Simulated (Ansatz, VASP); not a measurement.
# Si: VASP beside Ansatz

INCAR

```
SYSTEM = Si
  PREC = Accurate
  ENCUT = 520
  EDIFF = 1E-6
  ISMEAR = -1
  SIGMA = 0.05
  LREAL = .FALSE.
  LASPH = .TRUE.
  NELM = 100
  ALGO = Normal
  ISIF = 2
  LWAVE = .FALSE.
  LCHARG = .FALSE.
  GGA = RP
  NBANDS = 11
```

The input KPOINTS:

```
Automatic mesh
0
G
  8 8 8
  0 0 0
```

POSCAR

```
Si
1.0
    0.0000000000      2.7218511865      2.7218511865
    2.7218511865      0.0000000000      2.7218511865
    2.7218511865      2.7218511865      0.0000000000
Si
2
Direct
    0.5000000000      0.5000000000      0.5000000000
    0.7500000000      0.7500000000      0.7500000000
```

File input.yaml:

```yaml
crystal:
  lattice:
    - [0.0, 2.7218511865, 2.7218511865]
    - [2.7218511865, 0.0, 2.7218511865]
    - [2.7218511865, 2.7218511865, 0.0]
  atoms:
    - { symbol: Si, position: [0.5, 0.5, 0.5] }
    - { symbol: Si, position: [0.75, 0.75, 0.75] }
kpoints:
  mp_grid: { grid: [8, 8, 8] }
  band_path:
    path:
      - [0.0, 0.0, 0.0]
      - [0.5, 0.0, 0.5]
      - [0.5, 0.25, 0.75]
      - [0.375, 0.375, 0.75]
      - [0.0, 0.0, 0.0]
      - [0.5, 0.5, 0.5]
      - [0.625, 0.25, 0.625]
      - [0.5, 0.25, 0.75]
    npoints: 6
scf:
  occupations: { method: fermi_dirac, width: 0.05 }
hamiltonian:
  xc: rpbe
  pseudopotentials: { kind: all_electron, lapw: { basis_error: 0.001 } }
output:
  forces: true
  stress: true
  eigenvalues: true
```

Alike in both runs: functional RPBE; k mesh 8 × 8 × 8; occupations fermi-dirac, width 0.05 eV; no spin polarisation.

|  | VASP | Ansatz |
| --- | --- | --- |
| version | VASP 6.6.1 | Ansatz 0.2.0 |
| potentials or method | VASP PAW PBE potentials, release 64 (Si) | all-electron LAPW, scalar-relativistic |
| plane-wave cutoff (eV) | 520 | see its input |
| task | single point | band structure |

VASP gave:

* gap on the k mesh at the Fermi level (eV): 0.68
* least direct gap on the mesh (eV): 2.57
* pressure (GPa): 2.7

**Question.** Which values does Ansatz return?

**Answer.** gap on the k mesh at the Fermi level (eV): 0.69; least direct gap on the mesh (eV): 2.57; pressure (GPa): 2.9.

Ansatz ran all-electron here, so the differences hold the error of VASP's frozen core and of both bases.

Caveats: the PAW data sets were made with another functional, which shifts forces and pressure a little (VASP). RPBE gaps usually lie below the measured ones, often by a third to a half. A k mesh can miss the band edges.
